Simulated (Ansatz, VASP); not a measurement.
# C63N (N_C) in two plane-wave programs, part 2 of 3

Aim: how closely do two programs agree when they are given the same cell, functional and k mesh? The cell is taken from a series of runs on this material, whose earlier steps may have relaxed, scaled, displaced or heated it; both programs get it as it stands.

VASP 6.6.1 and Ansatz 0.2.0.

So far. Step 3 (VASP: single point, PBE, pair 1): The run ends at a pressure of 3.80 GPa, with forces up to 1.4 eV/Å.

### 5. Ansatz: single point, PBE, pair 2

Level of this step: Ansatz beside VASP: Kohn-Sham DFT, plane waves, PBE (Ansatz).

With cell and atoms fixed, the geometry can't cause a difference; cores, projectors, grids and the points listed under the comparison can.

The cell is taken from a series of runs on this material, whose earlier steps may have relaxed, scaled, displaced or heated it; both programs get it as it stands.

input.yaml

```yaml
crystal:
  lattice:
    - [7.14312472, 0.0, 0.0]
    - [0.0, 7.14312472, 0.0]
    - [0.0, 0.0, 7.14312472]
  atoms:
    - { symbol: C, position: [-0.00094964437, 0.0002565942, -0.00061084229] }
    - { symbol: C, position: [-0.00017235191, 0.25033077361, 0.2494639793] }
    - { symbol: C, position: [0.24912614203, 0.00103207441, 0.24946176502] }
    - { symbol: C, position: [0.24912714712, 0.25033040466, 0.00016203274] }
    - { symbol: C, position: [0.12417817797, 0.12538477588, 0.12451461216] }
    - { symbol: C, position: [0.12466450158, 0.37576434883, 0.37489390859] }
    - { symbol: C, position: [0.37454770004, 0.1258726086, 0.3748938755] }
    - { symbol: C, position: [0.37455469231, 0.37575547246, 0.12500680374] }
    - { symbol: C, position: [-0.00130977393, -0.00010977948, 0.49915993818] }
    - { symbol: C, position: [-0.00066918447, 0.24985401764, 0.74991923978] }
    - { symbol: C, position: [0.24865416186, 0.00053520981, 0.74991229283] }
    - { symbol: C, position: [0.25068317509, 0.25189517368, 0.49863922082] }
    - { symbol: C, position: [0.12452095518, 0.1257252319, 0.62520132192] }
    - { symbol: C, position: [0.12397476584, 0.37462577443, 0.87488965685] }
    - { symbol: C, position: [0.3734294191, 0.12517515638, 0.87488630302] }
    - { symbol: C, position: [0.3738278854, 0.37502965054, 0.62927007758] }
    - { symbol: C, position: [-0.00130782033, 0.50004072457, -0.00097991943] }
    - { symbol: C, position: [-0.00068035404, 0.75078259554, 0.24898837583] }
    - { symbol: C, position: [0.25068389795, 0.49951258912, 0.25102965929] }
    - { symbol: C, position: [0.24864581995, 0.75079414592, -0.00033536335] }
    - { symbol: C, position: [0.12451860841, 0.62607924368, 0.12485863142] }
    - { symbol: C, position: [0.12396851112, 0.87575503165, 0.37375086168] }
    - { symbol: C, position: [0.37381690618, 0.63014734594, 0.37415955636] }
    - { symbol: C, position: [0.37342091871, 0.8757622351, 0.12430300675] }
    - { symbol: C, position: [-0.00045854312, 0.50034840404, 0.49948554701] }
    - { symbol: C, position: [-0.00168268129, 0.75009658724, 0.7492199094] }
    - { symbol: C, position: [0.24866907743, 0.50137247691, 0.75044416893] }
    - { symbol: C, position: [0.24865898921, 0.75131266303, 0.50049810754] }
    - { symbol: C, position: [0.12348259534, 0.62539239757, 0.62452001184] }
    - { symbol: C, position: [0.12341859364, 0.87535030988, 0.87446850741] }
    - { symbol: C, position: [0.37330723377, 0.6253636395, 0.87543518431] }
    - { symbol: C, position: [0.37331125338, 0.87629385786, 0.62448880619] }
    - { symbol: C, position: [0.49884019404, -0.00010955037, -0.00098440209] }
    - { symbol: C, position: [0.49830335075, 0.2518804309, 0.25102602551] }
    - { symbol: C, position: [0.74958220787, 0.0005234156, 0.24898668639] }
    - { symbol: C, position: [0.74958117043, 0.24985318179, -0.000331405] }
    - { symbol: C, position: [0.6248725295, 0.12571906603, 0.1248586155] }
    - { symbol: C, position: [0.62894137683, 0.37501572885, 0.37415946734] }
    - { symbol: C, position: [0.87455599384, 0.12517062859, 0.37375483527] }
    - { symbol: C, position: [0.87455483311, 0.37462776109, 0.12430604559] }
    - { symbol: C, position: [0.49914264018, 0.00074884008, 0.49948060523] }
    - { symbol: C, position: [0.50017263005, 0.24987151561, 0.75044655137] }
    - { symbol: C, position: [0.74889450013, -0.00048725775, 0.74922257903] }
    - { symbol: C, position: [0.75010933584, 0.24986007431, 0.50050119775] }
    - { symbol: C, position: [0.62418912317, 0.12468414724, 0.62452215768] }
    - { symbol: C, position: [0.62415691374, 0.37451919839, 0.8754353232] }
    - { symbol: C, position: [0.87413472463, 0.12462139684, 0.87447616794] }
    - { symbol: C, position: [0.87509367652, 0.37450866332, 0.62449369634] }
    - { symbol: C, position: [0.49914316622, 0.5003499064, -0.00010877207] }
    - { symbol: C, position: [0.5001593266, 0.75130759322, 0.2490046237] }
    - { symbol: C, position: [0.75010743252, 0.50136015988, 0.24900342573] }
    - { symbol: C, position: [0.74888689004, 0.75008434726, -0.00134709096] }
    - { symbol: C, position: [0.62418334221, 0.62538261345, 0.12382542848] }
    - { symbol: C, position: [0.62414905162, 0.87629166108, 0.37364725284] }
    - { symbol: C, position: [0.87507864958, 0.62535488882, 0.37365166106] }
    - { symbol: C, position: [0.87413639824, 0.87533493091, 0.12375202396] }
    - { symbol: "N", position: [0.50756954255, 0.50876780982, 0.50790426626] }
    - { symbol: C, position: [0.49583138753, 0.74881524801, 0.74795388653] }
    - { symbol: C, position: [0.74761960624, 0.49703195488, 0.74795780928] }
    - { symbol: C, position: [0.7476097343, 0.748818983, 0.49616711332] }
    - { symbol: C, position: [0.6159300079, 0.61712486107, 0.61627417471] }
    - { symbol: C, position: [0.62439581315, 0.87376998721, 0.87290432399] }
    - { symbol: C, position: [0.87258073784, 0.62559517189, 0.872905163] }
    - { symbol: C, position: [0.87257465813, 0.87377499299, 0.62471477913] }
  host:
    repeats: [2, 2, 2]
    atoms:
      - { symbol: C, position: [0.0, 0.0, 0.0] }
      - { symbol: C, position: [0.0, 0.5, 0.5] }
      # ... 6 more atoms of the perfect host
basis:
  ecutwfc: 420
  xc_grid: 2
hamiltonian:
  xc: pbe
kpoints:
  mp_grid: { grid: [1, 1, 1] }
magnetization:
  spin_polarized: true
  initial_magnetization: 1
  spin_locking: { lock_magnetization: hard }
scf:
  occupations: { method: fermi_dirac, width: 0.01 }
  max_iter: 100
output:
  forces: true
  charged_corrections:
    epsilon: 5.85
    static_epsilon: 5.85
    defect_position: [0.5, 0.5, 0.5]
checkpoint:
  read: "../q0_M1.relax_smeared.run"
  write: "../cc1.q0_M1.l1.5.run"
  compress: false
  write_wavefunctions: false
  write_every: 100000
```

The run is started by

```bash
> ansatz run input.yaml --threads 4 --pin off --max-ram 7536MiB --backend cpu --events-out ev --progress --plain --runs-dir out
```

Numbers of over 12 decimals in the logs are rounded to 6 here.

Log:

```text
[...]
atom  61  C      4.39478759     4.39549583     4.39560726
  atom  62  C     -0.11258988     0.08521969     0.08541145
  atom  63  C      0.08356917    -0.11216341     0.08567736
  atom  64  C      0.08462983     0.08496124    -0.11009932
  max |Σ_I F_I| component: 6.28e-6 eV/Å
--- Band table (eV) ---
  k-point 0 ↑: bands = [... 125 lower, 13.1704, 13.2515, 13.2516, 16.7662, 17.1433, 17.1436, 17.7452, 17.7452, ... 60 higher]
  k-point 0 ↓: bands = [... 125 lower, 13.1865, 13.2685, 13.2686, 17.0155, 17.2243, 17.2243, 17.7693, 17.7694, ... 60 higher]
[key lines of the parts left out:]
Free energy (F): -16174.279985 eV
Fermi energy:    16.890844 (↑ 16.951366, ↓ 15.145485) eV
```

### 6. VASP: single point, PBE, pair 2

The same cell, functional, mesh and smearing now go to VASP, with its own data sets.

INCAR

```
SYSTEM = C63N
PREC = Accurate
ENCUT = 520
EDIFF = 1E-06
NELM = 200
ISMEAR = -1
SIGMA = 0.01
LREAL = Auto
ALGO = Normal
GGA = PE
NBANDS = 176
ISPIN = 2
MAGMOM = -0 0 0 0 0 0 0 0 0 0 0 -0 0 0.01 0.01 0.04 0 0 -0 0 0 0.01 0.04 0.01 0.01 0 -0 -0 0 0 0 0 0 -0 0 0 0 0.04 0.01 0.01 0.01 -0 0 -0 0 0 0 0 0.01 -0 -0 0 0 0 0 0 0 0 0 0.01 0 0 0 0.09
LORBIT = 11
LWAVE = .FALSE.
LCHARG = .FALSE.
ISIF = 2
NUPDOWN = 1
LASPH = .TRUE.
GGA_COMPAT = .FALSE.
NCORE = 2
```

POSCAR

```
C63N
1.0
    7.1431247189      0.0000000000      0.0000000000
    0.0000000000      7.1431247189      0.0000000000
    0.0000000000      0.0000000000      7.1431247189
C N
63 1
Direct
    0.9990543721      0.0002526394      0.9993890959
    0.9998295880      0.2503273056      0.2494637621
    0.2491290382      0.0010278553      0.2494637621
    0.2491290382      0.2503273056      0.0001643118
    0.1241815250      0.1253797923      0.1245162488
    0.1246703076      0.3757556032      0.3748920597
    0.3745573359      0.1258685749      0.3748920597
    0.3745573359      0.3757556032      0.1250050314
    0.9986887954      0.9998870627      0.4991706790
    0.9993293894      0.2498509775      0.7499190022
    0.2486527102      0.0005276567      0.7499190022
    0.2506887300      0.2518869973      0.4986421137
    0.1245225210      0.1257207883      0.6252080918
    0.1239720220      0.3746221986      0.8748910690
    0.3734239313      0.1251702893      0.8748910690
    0.3738238687      0.3750221360      0.6292766602
    0.9986887954      0.5000342225      0.9990235192
    0.9993293894      0.7507825456      0.2489874340
    0.2506887300      0.4995056572      0.2510234538
    0.2486527102      0.7507825456      0.9996641132
    0.1245225210      0.6260716353      0.1248572448
    0.1239720220      0.8757546125      0.3737586552
    0.3738238687      0.6301402037      0.3741585926
    0.3734239314      0.8757546125      0.1243067458
    0.9995495113      0.5003456484      0.4994821049
    0.9983166596      0.7500880724      0.7492245289
    0.2486669540      0.5013645867      0.7504450176
    0.2486669540      0.7513085611      0.5005010432
    0.1234863933      0.6253855446      0.6245220011
    0.1234196744      0.8753374434      0.8744738999
    0.3733132134      0.6253551030      0.8754284522
    0.3733132134      0.8762919957      0.6244915594
    0.4988359552      0.9998870627      0.9990235192
    0.4983073899      0.2518869973      0.2510234538
    0.7495842784      0.0005276567      0.2489874340
    0.7495842784      0.2498509775      0.9996641132
    0.6248733680      0.1257207883      0.1248572448
    0.6289419364      0.3750221360      0.3741585926
    0.8745563452      0.1251702893      0.3737586552
    0.8745563452      0.3746221986      0.1243067458
    0.4991473811      0.0007477786      0.4994821049
    0.5001663194      0.2498652212      0.7504450176
    0.7488898051      0.9995149269      0.7492245289
    0.7501102938      0.2498652212      0.5005010432
    0.6241872773      0.1246846606      0.6245220011
    0.6241568356      0.3745114807      0.8754284522
    0.8741391761      0.1246179417      0.8744738999
    0.8750937284      0.3745114807      0.6244915594
    0.4991473811      0.5003456484      0.9998842351
    0.5001663194      0.7513085611      0.2490016778
    0.7501102938      0.5013645867      0.2490016778
    0.7488898051      0.7500880724      0.9986513834
    0.6241872773      0.6253855446      0.1238211171
    0.6241568356      0.8762919957      0.3736479372
    0.8750937284      0.6253551030      0.3736479372
    0.8741391761      0.8753374434      0.1237543982
    0.4958324882      0.7488164815      0.7479529380
    0.7476182142      0.4970307555      0.7479529380
    0.7476182142      0.7488164815      0.4961672120
    0.6159320175      0.6171302848      0.6162667413
    0.6243909244      0.8737722474      0.8729087040
    0.8725739802      0.6255891917      0.8729087040
    0.8725739802      0.8737722474      0.6247256482
    0.5075695425      0.5087678098      0.5079042663
```

KPOINTS

```
Automatic mesh
0
Gamma
1 1 1
0 0 0
```

PAW data sets: C and N (PBE family, release 64).

The run is started by

```bash
> mpirun -np 8 vasp_gam
```

Log:

```text
[... set-up lines as in an earlier step ...]
 entering main loop
       N       E                     dE             d eps       ncg     rms          rms(c)
DAV:   1     0.187073558044E+04    0.18707E+04   -0.15628E+05   704   0.152E+03
DAV:   2    -0.407948523322E+03   -0.22787E+04   -0.21117E+04   944   0.345E+02
DAV:   3    -0.587526204045E+03   -0.17958E+03   -0.17667E+03   872   0.914E+01
DAV:   4    -0.591873831000E+03   -0.43476E+01   -0.43199E+01   864   0.155E+01
[...]
DAV:  13    -0.570625421277E+03   -0.58318E-04   -0.56464E-05   816   0.213E-02    0.152E-02
DAV:  14    -0.570625432876E+03   -0.11599E-04   -0.10303E-05   824   0.936E-03    0.640E-03
DAV:  15    -0.570625433717E+03   -0.84118E-06   -0.15313E-06   568   0.418E-03
   1 F= -.57062543E+03 E0= -.57062543E+03  d E =-.398545E-08  mag=     1.0000
```

OUTCAR, selected parts (step 6):

```text
  FREE ENERGIE OF THE ION-ELECTRON SYSTEM (eV)
  ---------------------------------------------------
  free  energy   TOTEN  =      -570.6254337171 eV

  energy  without entropy=     -570.6254337131  energy(sigma->0) =     -570.62543372

 magnetization (x)
# of ion       s       p       d       tot
------------------------------------------
    1       -0.000  -0.000   0.000  -0.000
    2        0.004   0.002   0.000   0.006
    3        0.004   0.002   0.000   0.006
    4        0.004   0.002   0.000   0.006
    5        0.004   0.000   0.000   0.004
    6        0.000   0.004   0.000   0.004
    7        0.000   0.004   0.000   0.004
    8        0.000   0.004   0.000   0.004
    9        0.005   0.000   0.000   0.005
   10        0.002   0.001   0.000   0.003
   11        0.002   0.001   0.000   0.003
   12       -0.001  -0.001   0.000  -0.002
   13        0.001   0.003   0.000   0.004
[...]
--------------------------------------------------
tot          0.187   0.274   0.000   0.461

[... 1 part as in an earlier step ...]
```

The run ends at a pressure of 4.36 GPa, with forces up to 7.7 eV/Å.

### 7. Differences

Compared:

```tsv
quantity	Ansatz	VASP	difference
total moment, fixed by the input (μB)	1.00	1.00	0.00
moment on N64 (μB)	0.09	0.11	-0.02
moment on C16 (μB)	0.04	0.05	-0.01
moment on C38 (μB)	0.04	0.05	-0.01
moment on C23 (μB)	0.04	0.05	-0.01
```

Forces on 7 of the 64 atoms, those with the largest forces and the largest differences (eV/Å; atoms numbered as in POSCAR):

```tsv
atom	Ansatz x, y, z	VASP x, y, z
C16	-0.763, -0.763, 0.999	-0.750, -0.750, 0.975
C23	-0.769, 1.001, -0.767	-0.750, 0.975, -0.750
C28	0.389, -0.308, -0.231	0.380, -0.306, -0.229
C38	1.001, -0.767, -0.766	0.975, -0.750, -0.750
C44	-0.308, 0.389, -0.231	-0.306, 0.380, -0.229
C60	4.395, 4.395, 4.396	4.434, 4.434, 4.434
N64	-3.716, -3.718, -3.710	-3.762, -3.762, -3.762
```

The forces differ by 9.5 meV/Å r.m.s., which is 1.2 % of the r.m.s. force of 0.765 eV/Å (both taken over all components).

### 8. Ansatz: single point, PBE, pair 3

With cell and atoms fixed, the geometry can't cause a difference; cores, projectors, grids and the points listed under the comparison can.

The cell is taken from a series of runs on this material, whose earlier steps may have relaxed, scaled, displaced or heated it; both programs get it as it stands.

input.yaml

```yaml
crystal:
  lattice:
    - [7.14312472, 0.0, 0.0]
    - [0.0, 7.14312472, 0.0]
    - [0.0, 0.0, 7.14312472]
  atoms:
    - { symbol: C, position: [-0.00106236157, 0.00014499409, -0.00072217043] }
    - { symbol: C, position: [0.00051371805, 0.25039067209, 0.24952660936] }
    - { symbol: C, position: [0.24918596617, 0.00171893532, 0.24952291895] }
    - { symbol: C, position: [0.24918877921, 0.25039235055, 0.00084637661] }
    - { symbol: C, position: [0.12427870357, 0.12548635531, 0.12461587619] }
    - { symbol: C, position: [0.12543910933, 0.37616583406, 0.37529389646] }
    - { symbol: C, position: [0.37494428841, 0.12664916794, 0.37529352368] }
    - { symbol: C, position: [0.37495355073, 0.3761536419, 0.12578487655] }
    - { symbol: C, position: [-0.0017824052, -0.00058342804, 0.49882653792] }
    - { symbol: C, position: [-0.0005281813, 0.24944057091, 0.75023945029] }
    - { symbol: C, position: [0.24824132951, 0.00067679566, 0.75023007381] }
    - { symbol: C, position: [0.25200872679, 0.25322360761, 0.49875520425] }
    - { symbol: C, position: [0.12477555258, 0.12598010131, 0.62550963424] }
    - { symbol: C, position: [0.12367550738, 0.37428275831, 0.8753859743] }
    - { symbol: C, position: [0.373088799, 0.12487440756, 0.87538256558] }
    - { symbol: C, position: [0.37459531724, 0.37579593332, 0.63293421743] }
    - { symbol: C, position: [-0.00177827969, 0.49971498234, -0.00145551142] }
    - { symbol: C, position: [-0.00054492123, 0.7511035628, 0.24857558991] }
    - { symbol: C, position: [0.25200923974, 0.49963752451, 0.25236226035] }
    - { symbol: C, position: [0.24823040226, 0.7511185698, -0.00019696984] }
    - { symbol: C, position: [0.12477294187, 0.62639463585, 0.12511346464] }
    - { symbol: C, position: [0.12366633862, 0.87625248435, 0.37340568897] }
    - { symbol: C, position: [0.37458049702, 0.63382146869, 0.37492783098] }
    - { symbol: C, position: [0.37307788402, 0.87626136054, 0.12400136832] }
    - { symbol: C, position: [-7.438729e-05, 0.50033094824, 0.49946894195] }
    - { symbol: C, position: [-0.00250888859, 0.74972404638, 0.74884285762] }
    - { symbol: C, position: [0.24797504028, 0.50139269167, 0.75158568363] }
    - { symbol: C, position: [0.24795855562, 0.75245781362, 0.5005151318] }
    - { symbol: C, position: [0.12307676814, 0.62540905975, 0.62453220727] }
    - { symbol: C, position: [0.12275682677, 0.87524057465, 0.8743529992] }
    - { symbol: C, position: [0.37246398153, 0.62534824096, 0.87609387387] }
    - { symbol: C, position: [0.37246609616, 0.87694934702, 0.62447058734] }
    - { symbol: C, position: [0.49851552194, -0.0005819339, -0.00146103365] }
    - { symbol: C, position: [0.49842596335, 0.25320347637, 0.25235672009] }
    - { symbol: C, position: [0.74990391637, 0.00065928617, 0.24857368432] }
    - { symbol: C, position: [0.74990190433, 0.24943850331, -0.00019168752] }
    - { symbol: C, position: [0.6251864444, 0.12597234668, 0.12511360201] }
    - { symbol: C, position: [0.63261389069, 0.37577725552, 0.37492681379] }
    - { symbol: C, position: [0.87505425734, 0.12486858397, 0.37341091899] }
    - { symbol: C, position: [0.87505265849, 0.37428543754, 0.12400517403] }
    - { symbol: C, position: [0.49912391365, 0.00113469504, 0.49946283831] }
    - { symbol: C, position: [0.50019569664, 0.24917710814, 0.75158973637] }
    - { symbol: C, position: [0.74852200695, -0.00131589455, 0.74884642274] }
    - { symbol: C, position: [0.75125341927, 0.24915894602, 0.50051910886] }
    - { symbol: C, position: [0.62420563233, 0.12427800053, 0.62453572984] }
    - { symbol: C, position: [0.62414070261, 0.37367823081, 0.87609486327] }
    - { symbol: C, position: [0.87402052787, 0.12395930757, 0.87436286848] }
    - { symbol: C, position: [0.87574935057, 0.37366237971, 0.62447738376] }
    - { symbol: C, position: [0.49912697835, 0.50033406202, 0.00028183903] }
    - { symbol: C, position: [0.50017325277, 0.75244833762, 0.24831172301] }
    - { symbol: C, position: [0.75124901287, 0.50137302476, 0.24830991555] }
    - { symbol: C, position: [0.74851196202, 0.74970760097, -0.00217059404] }
    - { symbol: C, position: [0.62419642702, 0.62539438869, 0.12342566168] }
    - { symbol: C, position: [0.62412763721, 0.87694317027, 0.37280347429] }
    - { symbol: C, position: [0.87572695325, 0.62533477391, 0.37280915936] }
    - { symbol: C, position: [0.87402310706, 0.87522028161, 0.12309057477] }
    - { symbol: "N", position: [0.51597983543, 0.51717598644, 0.51631310255] }
    - { symbol: C, position: [0.49348169249, 0.74746584749, 0.74660687493] }
    - { symbol: C, position: [0.74627164579, 0.49468141647, 0.74661255182] }
    - { symbol: C, position: [0.74625849515, 0.74746987907, 0.49381424254] }
    - { symbol: C, position: [0.60659294541, 0.6077857398, 0.60694240745] }
    - { symbol: C, position: [0.62422423952, 0.87228467923, 0.87141792963] }
    - { symbol: C, position: [0.87109954349, 0.62542216938, 0.87141915998] }
    - { symbol: C, position: [0.87109005981, 0.87228971059, 0.62453332803] }
  host:
    repeats: [2, 2, 2]
    atoms:
      - { symbol: C, position: [0.0, 0.0, 0.0] }
      - { symbol: C, position: [0.0, 0.5, 0.5] }
      # ... 6 more atoms of the perfect host
basis:
  ecutwfc: 420
  xc_grid: 2
hamiltonian:
  xc: pbe
kpoints:
  mp_grid: { grid: [1, 1, 1] }
magnetization:
  spin_polarized: true
  initial_magnetization: 1
  spin_locking: { lock_magnetization: hard }
scf:
  occupations: { method: fermi_dirac, width: 0.01 }
  max_iter: 100
output:
  forces: true
  charged_corrections:
    epsilon: 5.85
    static_epsilon: 5.85
    defect_position: [0.5, 0.5, 0.5]
checkpoint:
  read: "../q0_M1.relax_smeared.run"
  write: "../cc1.q0_M1.l2.run"
  compress: false
  write_wavefunctions: false
  write_every: 100000
```

The run is started by

```bash
> ansatz run input.yaml --threads 4 --pin off --max-ram 7536MiB --backend cpu --events-out ev --progress --plain --runs-dir out
```

Log:

```text
[...]
Free energy (F): -16170.997881 eV
[...]
Internal energy: -16170.984018 eV  (E = F + TS)
E sigma→0 (E₀):  -16170.990949 eV
Entropy (-TS):   -0.013863 eV (-0.217 meV/atom)
Fermi energy:    16.573148 (↑ 16.573148, ↓ 15.084378) eV
[...]
--- Forces (eV/Å), atoms counted from 1 ---
  atom   1  C     -0.02228698    -0.02228698    -0.02290229
  atom   2  C     -0.08545259     0.05035146     0.04875270
  atom   3  C      0.05035146    -0.08545259     0.04875270
  atom   4  C      0.05023442     0.05023442    -0.08426774
  atom   5  C      0.02954605     0.02954605     0.02945901
  atom   6  C      0.07888134     0.08381045     0.08296648
  atom   7  C      0.08381045     0.07888134     0.08296648
  atom   8  C      0.08375040     0.08375040     0.08041414
[...]
atom  61  C     14.75818692    14.75818692    14.76141204
  atom  62  C     -0.57300092     0.20777275     0.21026278
  atom  63  C      0.20777275    -0.57300092     0.21026278
  atom  64  C      0.20858999     0.20858999    -0.56858221
  max |Σ_I F_I| component: 5.45e-5 eV/Å
--- Band table (eV) ---
[...]
```

(Part 2 of 3 ends here.)

[Lines on the potential files, build, host, timing and source positions are cut from VASP's logs without a mark.]

[Logs are printed without paths, hosts, clocks, repeated set-up lines and the standing remarks that a program may print on its own settings, such as how far it seeks lower states.]

[Hosts, paths, dates, database ids (printed as entryN), source tags and the programs' standing remarks are cut or masked in the printed files.]
